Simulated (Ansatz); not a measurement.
Program: Ansatz. Geometries: PBE0-D4/def2-TZVP. ΔE: electronic, gas phase. CCSD(T)/CBS is the MP2 limit (def2-TZVPP, def2-QZVPP) plus CCSD(T) − MP2 in def2-TZVPP, frozen cores. For Zn outer-core shells are correlated without core-valence functions, which leaves a few kJ/mol of doubt a bond. Scalar relativity is left out up to krypton. One conformer a species, not always the lowest.

Reaction (ligand exchange at the Al–N bond): `[CH3][Zn][NH][AlH2]` + `N=C(N)O` → `N/C(O)=[N]\[AlH2]` + `[CH3][Zn][NH2]`

| species | MP2/def2-TZVPP energy (Eh) |
| --- | --- |
| `[CH3][Zn][NH][AlH2]` | -2116.59954 |
| `N=C(N)O` | -224.86988 |
| `N/C(O)=[N]\[AlH2]` | -467.48022 |
| `[CH3][Zn][NH2]` | -1873.98713 |

Task: Work out ΔE.

Result: ΔE = (-467.48022) + (-1873.98713) − (-2116.59954) − (-224.86988) = 0.00207 Eh = +5.4 kJ/mol. CCSD(T)/CBS gives +6.2 kJ/mol.

Largest T1 diagnostic among the species: 0.014.

In def2-TZVPP, CCSD(T) changes the Hartree–Fock value by +6.8 kJ/mol (the triples alone add +1.1 kJ/mol) and MP2 by +3.9 kJ/mol.
